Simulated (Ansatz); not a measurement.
Runs of Ansatz 0.2.0 on BaS. The structure is cubic, space group Fm-3m (No. 225). The conventional cell has a = 6.388 Å, b = 6.388 Å, c = 6.388 Å, α = 90.00°, β = 90.00°, γ = 90.00°. Ba (site symmetry m-3m) is surrounded by 6 S at 3.19 Å. Around S (site symmetry m-3m) lie 6 Ba at 3.19 Å. 

| task | level | potentials or basis | spin | k mesh | cutoff (eV) | smearing | basis error allowed | gap on the mesh (eV) | pressure (GPa) |
| --- | --- | --- | --- | --- | --- | --- | --- | --- | --- |
| single point | PBE | all-electron LAPW, scalar-relativistic | off | 7 × 7 × 7 | 137 | gaussian 0.025 eV | 0.001 eV/atom | 2.26 | 0.8 |
| band structure | BLYP | all-electron LAPW, scalar-relativistic | off | 7 × 7 × 7 | 136 | fermi-dirac 0.05 eV | 0.001 eV/atom | (b) | 3.0 |
| band structure | LDA | all-electron LAPW, relativistic spinors | SOC, no magnetisation | 5 × 5 × 5 | 136 | fermi-dirac 0.05 eV | 0.001 eV/atom | 2.07 | (a) |
| single point | PBE | all-electron LAPW, scalar-relativistic | off | 5 × 5 × 5 | 126 | fermi-dirac 0.03 eV | 0.002 eV/atom | 2.32 | 0.8 |
| Born charges and dielectric tensor | PBE | all-electron PAW datasets made for the crystal | off | 7 × 7 × 7 | 290 | fixed | - | 2.26 | - |

Alike in all rows: cell as given.

Q: Fill in the values left out.

A: (a) -2.5; (b) 2.35.

Caveats: spin-orbit coupling is left out, which moves the levels of the heavy elements (some runs); an odd mesh through Γ misses points on the zone boundary, where band edges often lie (some runs); the mesh misses the band edges, which the band path finds closer together (some runs); the program warned that the printed levels may be off, so bands, gaps and densities of states are rough (some runs).

A k mesh can miss the band edges, and rows without SOC leave out spin-orbit coupling on Ba.

The runs don't all hold the same shells in valence.
